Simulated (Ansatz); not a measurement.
# Cu12CO: the cost of one run

Program: Ansatz 0.2.0. Level of theory: DFT PBE, scalar-relativistic, plane waves, PAW. These are calculated values, not measurements.

### Step 1. The starting structure

The structure is monoclinic, space group Cm (No. 8). Conventional cell: a = 8.891 Å, b = 5.133 Å, c = 22.124 Å, α = 90.00°, β = 90.00°, γ = 90.00°. Cu (site symmetry m) has 9 Cu at 2.54 to 2.57 Å as nearest neighbours. Around Cu (site symmetry 1) lie 9 Cu at 2.54 to 2.57 Å. Cu (site symmetry 1) has 12 Cu at 2.54 to 2.57 Å as nearest neighbours. Cu (site symmetry m) is surrounded by 12 Cu at 2.54 to 2.57 Å. Cu (site symmetry m) has 9 Cu at 2.54 to 2.57 Å and 1 C at 2.79 Å and 1 O at 2.88 Å as nearest neighbours. Cu (site symmetry m) is surrounded by 9 Cu at 2.54 to 2.57 Å and 1 C at 2.79 Å. Only part of the 11 independent sites is listed.

Coordinates:

```cif
data_structure
_symmetry_space_group_name_H-M 'P 1'
_symmetry_Int_Tables_number 1
_cell_length_a 5.1332
_cell_length_b 5.1332
_cell_length_c 22.1236
_cell_angle_alpha 90.000
_cell_angle_beta 90.000
_cell_angle_gamma 120.000
_cell_volume 504.86
loop_
_atom_site_label
_atom_site_type_symbol
_atom_site_fract_x
_atom_site_fract_y
_atom_site_fract_z
_atom_site_occupancy
Cu1 Cu 0.33333 0.16667 0.18080 1
Cu2 Cu 0.33333 0.66667 0.18080 1
Cu3 Cu 0.83333 0.16667 0.18080 1
Cu4 Cu 0.83333 0.66667 0.18080 1
Cu5 Cu 0.16667 0.33333 0.27399 1
Cu6 Cu 0.16667 0.83333 0.27399 1
Cu7 Cu 0.66667 0.33333 0.27399 1
Cu8 Cu 0.66667 0.83333 0.27399 1
Cu9 Cu 0.00000 0.00000 0.36719 1
Cu10 Cu 0.00000 0.50000 0.36719 1
Cu11 Cu 0.50000 0.00000 0.36719 1
Cu12 Cu 0.50000 0.50000 0.36719 1
C1 C 0.50000 0.25000 0.44358 1
O1 O 0.31549 0.15774 0.48066 1
```

This is the geometry of the first run shown, built on a cell relaxed beforehand with the same method.

### Step 2. Plan of the line

Atoms count from 1 in the order of the input.

CO stands on one site of a rigid substrate at a fixed height and bond length while its axis is turned; the height is held at 1.69 Å.

The axes are (1) tilt of the C13-O14 axis from the surface normal: 7 values from 0 to 90 °; (2) azimuth of the C13-O14 axis from a direction equivalent to the long diagonal of the hexagonal surface cell: 12 values from 0 to 330 °, periodic.

Nothing else is relaxed. Points are written as (first, second).

### Step 3. Grid point (45°, 0°)

The cell repeats along c, and a dipole correction in the vacuum removes the field between the copies.

input.yaml

```yaml
crystal:
  lattice:
    - [5.1332392708, 0.0, 0.0]
    - [-2.5666196354, 4.4455156122, 0.0]
    - [0.0, 0.0, 22.123628185]
  atoms:
    - { symbol: Cu, position: [0.3333333333, 0.1666666667, 0.1808021707] }
    - { symbol: Cu, position: [0.3333333333, 0.6666666667, 0.1808021707] }
    - { symbol: Cu, position: [0.8333333333, 0.1666666667, 0.1808021707] }
    - { symbol: Cu, position: [0.8333333333, 0.6666666667, 0.1808021707] }
    - { symbol: Cu, position: [0.1666666667, 0.3333333333, 0.2739941019] }
    - { symbol: Cu, position: [0.1666666667, 0.8333333333, 0.2739941019] }
    - { symbol: Cu, position: [0.6666666667, 0.3333333333, 0.2739941019] }
    - { symbol: Cu, position: [0.6666666667, 0.8333333333, 0.2739941019] }
    - { symbol: Cu, position: [0.0, 0.0, 0.3671924025] }
    - { symbol: Cu, position: [0.0, 0.5, 0.3671924025] }
    - { symbol: Cu, position: [0.5, 0.0, 0.3671924025] }
    - { symbol: Cu, position: [0.5, 0.5, 0.3671924025] }
    - { symbol: C, position: [0.5, 0.25, 0.4435813196] }
    - { symbol: O, position: [0.3154895995, 0.157742957, 0.4806567875] }
basis:
  ecutwfc: 420
kpoints:
  mp_grid: { grid: [6, 6, 1] }
hamiltonian:
  xc: pbe
scf:
  occupations: { method: gaussian, width: 0.1 }
output:
  forces: true
  eigenvalues: true
efield:
  axis: 3
  dipole_correction: true
  ramp_width: 0.04
```

Command:

```bash
> ansatz run input.yaml --threads 4 --pin off --max-ram 12288MiB --backend cpu --events-out ev --progress --plain --runs-dir out
```

**Question.** How long does this run take on 4 threads of Intel Xeon Platinum 8488C (Sapphire Rapids), shared host, and how much memory does it need?

About 16 s, with a peak of 1.9 GiB.
